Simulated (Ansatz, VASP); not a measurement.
# One calculation of Ca7F16 (a cell with a defect) (Fluorite), two programs

```xyz
23
Lattice="0.0000 5.4620 5.4620 5.4620 0.0000 5.4620 5.4620 5.4620 0.0000" Properties=species:S:1:pos:R:3 pbc="T T T"
Ca    2.7310    2.7310    0.0000
Ca    2.7310    0.0000    2.7310
Ca    5.4620    2.7310    2.7310
Ca    0.0000    2.7310    2.7310
Ca    2.7310    5.4620    2.7310
Ca    2.7310    2.7310    5.4620
Ca    5.4620    5.4620    5.4620
F     1.4411    1.4411    1.4411
F     4.0209    4.0209    1.4411
F     4.0209    1.4411    4.0209
F     6.8154    4.1086    4.1086
F     1.4411    4.0209    4.0209
F     4.1086    6.8154    4.1086
F     4.1086    4.1086    6.8154
F     6.8154    6.8154    6.8154
F     4.1086    4.1086    4.1086
F     6.8154    6.8154    4.1086
F     6.8154    4.1086    6.8154
F     9.4829    6.9031    6.9031
F     4.1086    6.8154    6.8154
F     6.9031    9.4829    6.9031
F     6.9031    6.9031    9.4829
F     9.4829    9.4829    9.4829
```

Change from the starting cell: Ca vacancy, charge +0, ions relaxed.

Alike in both runs: functional PBE; k mesh 3 × 3 × 3; occupations fermi-dirac, width 0.01 eV; collinear spin.

Ansatz relaxed the structure, and its values are those at the end. VASP's run is a single point on that final structure, the one shown.

|  | VASP | Ansatz |
| --- | --- | --- |
| version | VASP 6.6.1 | Ansatz 0.2.0 |
| potentials or method | VASP PAW PBE potentials, release 64 (Ca_sv, F) | plane-wave PAW, scalar-relativistic |
| plane-wave cutoff (eV) | 520 | 420 |
| valence electrons in the cell | 182 | 182 |

Ansatz gave:

- pressure (GPa): 3.1
- rms of the force components (eV/Å): 0.013
- net moment per atom (μB): 0.09
- size of the moment on the site where the two differ most (μB): 0.19

**Question.** Which values does VASP return?

**Answer.** Pressure (GPa): 3.3; rms of the force components (eV/Å): 0.012; net moment per atom (μB): 0.09; size of the moment on the site where the two differ most (μB): 0.17.

Site moments also hang on the region over which each program counts them. With one functional, cell and mesh, what is left measures potentials, basis and numerics. Ansatz warned: «stress_scf_threshold_loose».
